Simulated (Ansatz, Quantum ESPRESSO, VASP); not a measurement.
## PdIn: energy against volume and a worked fit

Symmetry: Fm-3m, No. 225, cubic system. The conventional cell has a = 5.492 Å, b = 5.492 Å, c = 5.492 Å, α = 90.00°, β = 90.00°, γ = 90.00°. Around In (site symmetry m-3m) lie 6 Pd at 2.75 Å. Around Pd (site symmetry m-3m) lie 6 In at 2.75 Å.

The cell comes from a database or a generator and needn't be the stable form of this composition.

The cell was scaled at fixed shape and fractions and run with Ansatz, Ansatz PAW (earlier soft set), cutoff 420 eV; PBE, k mesh 8 × 8 × 8 on the cell of 2 atoms, fermi-dirac occupations of 0.05 eV, no spin polarisation, no spin-orbit coupling. Energies are those that the program minimises, any entropy of the smearing included. For a metal such a mesh isn't converged to the digits shown.

```tsv
V (Å³/atom)	energy over the lowest row (meV/atom)
19.4654	23.761
19.8795	10.357
20.2937	2.659
20.7078	0.000
21.1220	1.762
21.5362	?
21.9503	16.551
```

Question: Fit the third-order Birch-Murnaghan form, give V0, B0 and B′, and predict the energy left open.

Answer: With y = (V0/V)^(2/3), E = E0 + (9 V0 B0/16) [(y - 1)³ B′ + (y - 1)² (6 - 4y)]. Least squares through the rows shown give V0 = 20.7412 Å³/atom, E0 = -0.018 meV, B0 = 84.91 GPa (1 eV/Å³ = 160.218 GPa) and B′ = 5.34, with a largest miss of 0.004 meV. At V = 21.5362 the form with these constants gives 7.440 meV; the run gave 7.447 meV an atom. Other set-ups at this level, from all their volumes (Å³/atom, GPa): Quantum ESPRESSO, SSSP 1.3 efficiency PBE: V0 20.774, B0 84.89; VASP, PBE PAW files In_d, Pd, 520 eV: V0 20.774, B0 84.83.
